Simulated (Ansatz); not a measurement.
## How settings move the G0W0 gap of WSe₂ (P-6m2)

A 3-atom cell of WSe₂ (P-6m2) from a materials database, relaxed with r2SCAN+rVV10; one-shot G0W0 in Ansatz without spin-orbit coupling. No spin polarisation and no zero-point or thermal motion.

```yaml
crystal:
  lattice:
    - [3.29721, 0.00000, 0.00000]
    - [-1.64861, 2.85547, 0.00000]
    - [0.00000, 0.00000, 7.18427]
  atoms:
    - { symbol: W, position: [0.00000, 0.00000, 0.00000] }
    - { symbol: Se, position: [0.33333, 0.66667, 0.23192] }
    - { symbol: Se, position: [0.33333, 0.66667, 0.76808] }
```

Gaps are read over the mesh points alone. G0W0 here is at a finite number of bands, screening cutoff and k mesh, not at the basis limit.

| start | potentials | frequency model | mesh | empty bands | screening cutoff (eV) | Kohn-Sham gap (eV) | G0W0 gap (eV) | rough cost |
| --- | --- | --- | --- | --- | --- | --- | --- | --- |
| PBE | PAW | contour deformation | 6×6×2 | 109 | 80 | 1.38 | 1.69 | 2.1 core-minutes |
| PBE | PAW | contour deformation | 6×6×2 | 254 | 140 | 1.38 | 1.73 | 11 core-minutes |
| PBE | PAW | contour deformation | 6×6×2 | 467 | 210 | 1.38 | 1.75 | 50 core-minutes |
| HSE06 | PAW | contour deformation | 6×6×2 | 254 | 140 | 1.90 | 1.95 | 15 core-minutes |
| LDA | PAW | contour deformation | 6×6×2 | 254 | 140 | 1.31 | 1.69 | 10 core-minutes |
| r2SCAN | PAW | contour deformation | 6×6×2 | 254 | 140 | 1.50 | 1.82 | 11 core-minutes |
| PBE | PAW | Godby-Needs pole | 6×6×2 | 254 | 140 | 1.38 | 1.76 | 11 core-minutes |
| PBE | PAW | contour deformation | 6×6×4 | 109 | 80 | 1.38 | 1.69 | 5 core-minutes |
| PBE | norm-conserving | contour deformation | 6×6×2 | 254 | 140 | 1.37 | 1.73 | 17 core-minutes |

G0W0 moves the gap on the mesh from 1.38 eV (PBE) to 1.75 eV (A to Γ–K (0.50 of the way from Γ)). Renormalisation factors Z lie between 0.71 and 0.76.

Raising bands and cutoff together moves the gap by +0.04 eV (80 to 140 eV), then +0.02 eV (140 to 210 eV); the last step is small, which bounds nothing strictly. Starting from HSE06 (1.90 eV against PBE's 1.38 eV) gives 1.95 eV, +0.22 eV from G0W0@PBE at the same screening cutoff. Starting from LDA (1.31 eV against PBE's 1.38 eV) gives 1.69 eV, -0.04 eV from G0W0@PBE at the same screening cutoff. Starting from r2SCAN (1.50 eV against PBE's 1.38 eV) gives 1.82 eV, +0.09 eV from G0W0@PBE at the same screening cutoff. The Godby-Needs plasmon pole differs from contour deformation by +0.03 eV. A 6×6×4 mesh in place of 6×6×2 changes the opening over PBE by 0.00 eV (the gap on the mesh by 0.00 eV). Norm-conserving potentials (wave cutoff 1170 eV against 420 eV) shift the quasiparticle gap by 0.00 eV and the PBE gap by -0.01 eV. r2SCAN runs take a wave cutoff of 500 eV.
